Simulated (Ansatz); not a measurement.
Theory: Ansatz, DFT PBE, scalar-relativistic, plane waves, PAW. All cells share a 420 eV cutoff and Γ-centred k meshes spaced at most about 0.3 Å⁻¹ (2π included). No spin polarisation in the final relaxations.

These are static total energies at zero pressure.

Two forms of HfSiO4 were relaxed alike.

A. Space group P-6m2 (No. 187), hexagonal, a = 5.602 Å, c = 3.195 Å. Around Hf lie 6 O at 2.16 Å and 2 Hf at 3.19 Å; around Si lie 2 O at 1.60 Å and 3 O at 1.78 Å; around O on a site of symmetry mm2 lie 1 Si at 1.78 Å and 2 Hf at 2.16 Å; O on a site of symmetry -6m2 is surrounded by 2 Si at 1.60 Å.

B. Space group I4_1/amd (No. 141), tetragonal, a = 6.646 Å, c = 6.014 Å. Around Hf lie 4 O at 2.14 Å, 4 O at 2.28 Å and 2 Si at 3.01 Å; Si is surrounded by 4 O at 1.64 Å and 2 Hf at 3.01 Å; O is surrounded by 1 Si at 1.64 Å, 1 Hf at 2.14 Å and 1 Hf at 2.28 Å.

Question: Which form is favoured at zero pressure, and by what margin per atom?

Answer: B is lower, by 0.40 eV/atom. A has space group P-6m2 (No. 187), 14.5 Å³/atom and a gap of 2.36 eV on its mesh; B has the zircon type, space group I4_1/amd (No. 141), 11.1 Å³/atom and a gap of 5.33 eV. Counting O atoms around Hf and Si (those within 1.25 times the shortest such distance or 1.15 times the sum of covalent radii; a plus sign parts nearer from farther groups), A has Hf 6, Si 2+3 and B has Hf 8, Si 4. The denser one is the lower, and pressure would at first widen the difference. Origin: A was invented; B is a cell as deposited in COD, relaxed.

Spin–orbit coupling, which can matter for Hf, is left out. Kohn–Sham gaps at this level usually fall short of measured ones. With atoms moved at random, I4_1/amd came back. Other cells relaxed within their symmetry can be saddle points.
